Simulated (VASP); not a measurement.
# AlN (P6_3mc) in VASP: a series of runs

Runs on AlN. Level: PBEsol. Tasks: relaxation of shape and atoms at fixed volume.

Everything below comes from runs of VASP 6.6.1. Logs are shortened: lines on timing, memory, paths and dates and some standing lists are left out, and cuts for length are marked.

**Measured values to compare with.**

“Structural and optical properties of self-assembled AlN nanowires grown on SiO2/Si substrates by molecular beam epitaxy”, 2024, arxiv:2402.00216 quotes, for a bulk crystal of AlN at 0 K: band gap 6.0343 eV (an exciton energy, a little under the gap).

How close the calculation comes is told below.

### Step 1. The crystal as given

It takes space group P6_3mc (No. 186, hexagonal). Conventional cell: a = 3.113 Å, b = 3.113 Å, c = 4.982 Å, α = 90.00°, β = 90.00°, γ = 120.00°. Al (site symmetry 3m) has 4 N at 1.89 to 1.90 Å as nearest neighbours. N (site symmetry 3m) has 4 Al at 1.89 to 1.90 Å as nearest neighbours.

### Step 2. Relaxation of shape and atoms at fixed volume, PBEsol (a relaxed cell with its volume scaled by 0.94)

INCAR reads:

```
PREC = Accurate
ENCUT = 600
EDIFF = 1E-7
ISMEAR = 0
SIGMA = 0.03
LREAL = F
LASPH = T
NELM = 80
ALGO = Normal
ISIF = 4
LWAVE = F
LCHARG = F
GGA = PS
IBRION = 2
NSW = 40
EDIFFG = -0.01
```

KPOINTS reads:

```
regular mesh
0
Gamma
  12 12 6
```

POSCAR reads:

```
AlN                                     
1.0
    3.0495513499      0.0000000000      0.0000000000
   -1.5247756749      2.6409889392     -0.0000000000
   -0.0000000000     -0.0000000000      4.8801149118
  Al              N             
     2     2
Direct
     0.3333333332999970    0.6666666667000030    0.9989855796421117
     0.6666666667000030    0.3333333332999970    0.4989855796421115
     0.3333333332999970    0.6666666667000030    0.3810144203578910
     0.6666666667000030    0.3333333332999970    0.8810144203578909
```

Potentials or basis: VASP PAW PBE potentials, release 64 (Al, N).

The run is started by

```sh
$ cat potpaw_PBE.64/Al/POTCAR potpaw_PBE.64/N/POTCAR > POTCAR
$ mpirun -np 1 vasp_std > vasp.out
```

OUTCAR:

```text
PREC = Accurate
   ENCUT = 600
   EDIFF = 1E-7
   ISMEAR = 0
   LREAL = F
   LASPH = T
   NELM = 80
   ISIF = 4
   GGA = PS
   IBRION = 2
   NSW = 40
   EDIFFG = -0.01

 ion  position               nearest neighbor table
   1  0.333  0.667  0.999-   4 1.85   4 1.85   4 1.85   3 1.86   2 3.01   2 3.01   2 3.01   2 3.01
                             2 3.01   2 3.01
   2  0.667  0.333  0.499-   3 1.85   3 1.85   3 1.85   4 1.86   1 3.01   1 3.01   1 3.01   1 3.01
                             1 3.01   1 3.01
   3  0.333  0.667  0.381-   2 1.85   2 1.85   2 1.85   1 1.86
   4  0.667  0.333  0.881-   1 1.85   1 1.85   1 1.85   2 1.86

  LATTYP: Found a hexagonal cell.
 ALAT       =     3.0495513499
 C/A-ratio  =     1.6002730736

  Lattice vectors:

 A1 = (   3.0495513499,   0.0000000000,   0.0000000000)
 A2 = (  -1.5247756749,   2.6409889392,   0.0000000000)
 A3 = (   0.0000000000,   0.0000000000,   4.8801149118)

Analysis of symmetry for initial positions (statically):
=====================================================================
 Subroutine PRICEL returns:
 Original cell was already a primitive cell.

 Routine SETGRP: Setting up the symmetry group for a
 hexagonal supercell.

 Subroutine GETGRP returns: Found 12 space group operations
 (whereof  6 operations were pure point group operations)
 out of a pool of 24 trial point group operations.

The static configuration has the point symmetry C_3v.
 The point group associated with its full space group is C_6v.

Analysis of symmetry for dynamics (positions and initial velocities):
=====================================================================
 Subroutine PRICEL returns:
 Original cell was already a primitive cell.

 Routine SETGRP: Setting up the symmetry group for a
 hexagonal supercell.

 Subroutine GETGRP returns: Found 12 space group operations
 (whereof  6 operations were pure point group operations)
 out of a pool of 24 trial point group operations.

The dynamic configuration has the point symmetry C_3v.
 The point group associated with its full space group is C_6v.

 Subroutine INISYM returns: Found 12 space group operations
 (whereof  6 operations are pure point group operations),
 and found     1 'primitive' translations

----------------------------------------------------------------------------------------

                                     Primitive cell

  volume of cell :      39.3036

  direct lattice vectors                    reciprocal lattice vectors
[... 110 lines left out ...]
     AMIX     =   0.40;   BMIX     =  1.00
     AMIX_MAG =   1.60;   BMIX_MAG =  1.00
  volume/ion in A,a.u.               =       9.83        66.31
  Fermi-wavevector in a.u.,A,eV,Ry     =   1.213307  2.292817 20.029319  1.472113
  Thomas-Fermi vector in A             =   2.348763
   LORBIT       =      0    0 simple, 1 ext, 2 COOP (PROOUT), +10 PAW based schemes
   GGA     = PS    functional components
   LHFCALC =     F    Hartree Fock is set to
   AEXX    =    0.0000 exact exchange contribution
   IVDW    =     0    specifies the selected vdW correction
   LEPSILON=     F    determine dielectric tensor
   LRPA    =     F    only Hartree local field effects (RPA)
 conjugate gradient relaxation of ions
 non-spin polarized calculation
 Gauss-broadening in eV      SIGMA  =   0.03
  energy-cutoff  :      600.00
  volume of cell :       39.30
 maximum number of plane-waves:      1329
   NGX = 13   NGY = 13   NGZ = 19

--------------------------------------- Ionic step        1  -------------------------------------------

 number of electron      15.9999998 magnetization

 Free energy of the ion-electron system (eV)
  ---------------------------------------------------
  ext. energy  EPLUGINS =         0.00000000
  ---------------------------------------------------
  free energy    TOTEN  =       -31.20650894 eV

  energy without entropy =      -31.20650894  energy(sigma->0) =      -31.20650894

------------------------ aborting loop because EDIFF is reached ----------------------------------------

  FORCE on cell =-STRESS in cart. coord.  units (eV):
  Direction    XX          YY          ZZ          XY          YZ          ZX
  --------------------------------------------------------------------------------------
  -------------------------------------------------------------------------------------
  Total        3.5632126      3.5632126      3.3215942      0.0000000     -0.0000000      0.0000000
  in kB      145.2512027    145.2512027    135.4018443      0.0000000     -0.0000000      0.0000000
  external PRESSURE =     141.9680833 kB  Pullay stress =       0.0000000 kB
[... 139 lines left out ...]
--------------------------------------- Ionic step        5  -------------------------------------------

 number of electron      15.9999998 magnetization

 Free energy of the ion-electron system (eV)
  ---------------------------------------------------
  ext. energy  EPLUGINS =         0.00000000
  ---------------------------------------------------
  free energy    TOTEN  =       -31.20712530 eV

  energy without entropy =      -31.20712530  energy(sigma->0) =      -31.20712530

 E-fermi :   6.8856     XC(G=0): -11.3758

 val. band max:        6.7139884454   @ k =   0.0000   0.0000   0.0000
 cond. band min:      11.3442651471   @ k =   0.0000   0.0000   0.0000
 fundamental gap:      4.6302767017
 Fermi energy:         6.8855862960

 k-point     1 :       0.0000    0.0000    0.0000
  band No.  band energies     occupation
      1      -8.8822      2.00000
      2      -6.4757      2.00000
      3       0.3497      2.00000
      4       5.7287      2.00000
      5       5.7287      2.00000
      6       6.4126      2.00000
      7       6.4126      2.00000
      8       6.7140      2.00000
      9      11.3443      0.00000
     10      13.7198      0.00000
     11      17.7198      0.00000
     12      18.0838      0.00000
[... 331 lines left out ...]
 k-point    24 :       0.3333    0.0000    0.1667
  band No.  band energies     occupation
      1      -7.4372      2.00000
      2      -6.0428      2.00000
      3       1.4935      2.00000
      4       2.5513      2.00000
      5       3.1785      2.00000
      6       4.7724      2.00000
      7       5.8599      2.00000
      8       5.9727      2.00000
      9      12.6596      0.00000
     10      13.4269      0.00000
     11      15.5645      0.00000
     12      17.2147      0.00000

 [... further k-points ...]
[... 5 lines left out ...]
  --------------------------------------------------------------------------------------
  -------------------------------------------------------------------------------------
  Total        3.4566452      3.4566452      3.4615524      0.0000000      0.0000000      0.0000000
  in kB      140.9070771    140.9070771    141.1071132      0.0000000      0.0000000      0.0000000
  external PRESSURE =     140.9737558 kB  Pullay stress =       0.0000000 kB
[... 19 lines left out ...]
  FREE ENERGIE OF THE ION-ELECTRON SYSTEM (eV)
  ---------------------------------------------------
  free  energy   TOTEN  =       -31.2071253032 eV

  energy  without entropy=      -31.2071253032  energy(sigma->0) =      -31.20712530

 reached required accuracy - stopping structural energy minimisation
```

CONTCAR:

```text
AlN
   1.00000000000000
     3.0549078487414230    0.0000000000066126    0.0000000000000000
    -1.5274539243148966    2.6456278032782814   -0.0000000000000000
    -0.0000000000000000   -0.0000000000000000    4.8630162535991612
  Al              N
     2     2
Direct
     0.3333333332999970    0.6666666667000030    0.9982151758446808
     0.6666666667000030    0.3333333332999970    0.4982151758446807
     0.3333333332999970    0.6666666667000030    0.3817848241553218
     0.6666666667000030    0.3333333332999970    0.8817848241553218

  0.00000000E+00  0.00000000E+00  0.00000000E+00
  0.00000000E+00  0.00000000E+00  0.00000000E+00
  0.00000000E+00  0.00000000E+00  0.00000000E+00
  0.00000000E+00  0.00000000E+00  0.00000000E+00
```

Run time: 61 s. Hardware: 1 thread of AMD EPYC 9R45 (Zen 5), shared host; peak memory 0.14 GiB.

What came out:

```yaml
Free_energy: -31.2071 eV
Energy_gained_by_relaxing: 0.2 meV/atom
Ionic_steps: 5
Pressure_after_relaxing: 14.1 GPa
Band_gap_on_the_k_mesh: 4.63 eV, direct
```

The path:
```tsv
step	energy change (eV)	largest force (eV/Å)	pressure (GPa)
1	0.0000	0.0267	14.20
2	-0.0004	0.0355	14.15
3	-0.0005	0.0417	14.12
4	-0.0006	0.0263	14.08
5	-0.0006	0.0003	14.10
```

Final structure:
```
CELL_PARAMETERS angstrom
3.05491 0.00000 0.00000
-1.52745 2.64563 0.00000
0.00000 0.00000 4.86302
ATOMIC_POSITIONS crystal
Al 0.33333 0.66667 0.99822
Al 0.66667 0.33333 0.49822
N 0.33333 0.66667 0.38178
N 0.66667 0.33333 0.88178
```

Levels at points of the mesh, in eV from the valence-band top:
| k point | band 5 | band 6 | band 7 | band 8 | band 9 | band 10 | band 11 | band 12 |
| --- | --- | --- | --- | --- | --- | --- | --- | --- |
| (0.00, 0.00, 0.00) | -0.99 | -0.30 | -0.30 | 0.00 | 4.63 | 7.01 | 11.01 | 11.37 |
| (0.50, 0.00, 0.00) | -3.56 | -2.28 | -1.93 | -0.77 | 5.81 | 5.81 | 8.56 | 10.57 |
| (0.00, 0.00, 0.50) | -0.65 | -0.65 | -0.65 | -0.65 | 6.86 | 6.86 | 10.70 | 10.70 |
| (0.50, 0.00, 0.50) | -1.61 | -1.61 | -1.46 | -1.46 | 5.36 | 5.36 | 9.46 | 9.46 |

Caveat: the PAW data sets were made with another functional, which shifts forces and pressure a little. A k mesh can miss the band edges.

(Continued in part 2 of 2.)
